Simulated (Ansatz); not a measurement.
# Zr7O16: the cost of one run

Computed with Ansatz 0.2.0 (DFT, PBE, plane-wave PAW, default files, scalar-relativistic, as far as a step names no other, unless a step's input says otherwise).

1 further run of the same task is left out (it didn't finish).

**1. The structure to begin with**

The structure is triclinic, space group P1 (No. 1). The conventional cell has a = 6.791 Å, b = 7.319 Å, c = 7.319 Å, α = 90.59°, β = 116.46°, γ = 116.46°. Zr (site symmetry 1) is surrounded by 7 O at 2.05 to 2.27 Å. O (site symmetry 1) has 4 Zr at 2.15 to 2.27 Å as nearest neighbours. Only part of the 23 independent sites is listed.

As a file:

```
CELL_PARAMETERS angstrom
-0.84776 5.20230 5.25516
4.30094 0.00000 5.25516
5.14870 5.20230 0.00000
ATOMIC_POSITIONS crystal
Zr 0.48625 0.72275 0.55345
Zr 0.05345 0.23755 0.48625
Zr 0.55345 0.73755 0.98625
Zr 0.51375 0.27725 0.44655
Zr 0.01375 0.77725 0.94655
Zr 0.44655 0.26245 0.01375
Zr 0.94655 0.76245 0.51375
O 0.39305 0.08615 0.36285
O 0.89305 0.58615 0.86285
O 0.86285 0.15795 0.39305
O 0.36285 0.65795 0.89305
O 0.10695 0.41385 0.13715
O 0.60695 0.91385 0.63715
O 0.63715 0.34205 0.10695
O 0.13715 0.84205 0.60695
O 0.30420 0.04210 0.02730
O 0.80420 0.54210 0.52730
O 0.02730 0.12640 0.80420
O 0.52730 0.62640 0.30420
O 0.19580 0.45790 0.47270
O 0.69580 0.95790 0.97270
O 0.47270 0.37360 0.69580
O 0.97270 0.87360 0.19580
```

The vacant site is at (0.986, 0.223, 0.053) in fractional coordinates of the input's cell.

**2. First run, atoms as given**

Contents of input.yaml:

```yaml
crystal:
  lattice:
    - [-0.8477618041, 5.2023, 5.2551587544]
    - [4.3009381959, 0.0, 5.2551587544]
    - [5.1487, 5.2023, 0.0]
  atoms:
    - { symbol: Zr, position: [0.48625, 0.72275, 0.55345] }
    - { symbol: Zr, position: [0.05345, 0.23755, 0.48625] }
    - { symbol: Zr, position: [0.55345, 0.73755, 0.98625] }
    - { symbol: Zr, position: [0.51375, 0.27725, 0.44655] }
    - { symbol: Zr, position: [0.01375, 0.77725, 0.94655] }
    - { symbol: Zr, position: [0.44655, 0.26245, 0.01375] }
    - { symbol: Zr, position: [0.94655, 0.76245, 0.51375] }
    - { symbol: O, position: [0.39305, 0.08615, 0.36285] }
    - { symbol: O, position: [0.89305, 0.58615, 0.86285], spin: 0.5 }
    - { symbol: O, position: [0.86285, 0.15795, 0.39305], spin: 0.5 }
    - { symbol: O, position: [0.36285, 0.65795, 0.89305] }
    - { symbol: O, position: [0.10695, 0.41385, 0.13715] }
    - { symbol: O, position: [0.60695, 0.91385, 0.63715] }
    - { symbol: O, position: [0.63715, 0.34205, 0.10695], spin: 0.5 }
    - { symbol: O, position: [0.13715, 0.84205, 0.60695] }
    - { symbol: O, position: [0.3042, 0.0421, 0.0273], spin: 0.5 }
    - { symbol: O, position: [0.8042, 0.5421, 0.5273] }
    - { symbol: O, position: [0.0273, 0.1264, 0.8042], spin: 0.5 }
    - { symbol: O, position: [0.5273, 0.6264, 0.3042] }
    - { symbol: O, position: [0.1958, 0.4579, 0.4727] }
    - { symbol: O, position: [0.6958, 0.9579, 0.9727] }
    - { symbol: O, position: [0.4727, 0.3736, 0.6958] }
    - { symbol: O, position: [0.9727, 0.8736, 0.1958], spin: 0.5 }
magnetization:
  spin_polarized: true
total_charge: -3
kpoints:
  mp_grid: { grid: [3, 3, 3] }
scf:
  occupations: { method: fermi_dirac, width: 0.01 }
hamiltonian:
  xc: pbe
  pseudopotentials: { kind: paw }
output:
  forces: true
  stress: true
  populations: true
  efg:
    quadrupole_moments_barn: { Zr: -0.176, O: -0.02558 }
    contact_densities: true
```

On the command line:

```
$ ansatz run input.yaml --threads 1 --pin off --max-ram 3072MiB --backend cpu --events-out ev --progress --plain --runs-dir out
```

What time and memory should one allow on 1 thread of AMD EPYC 7R43 (Zen 3), shared host?

About 4.3 min, with a peak of 1.1 GiB.
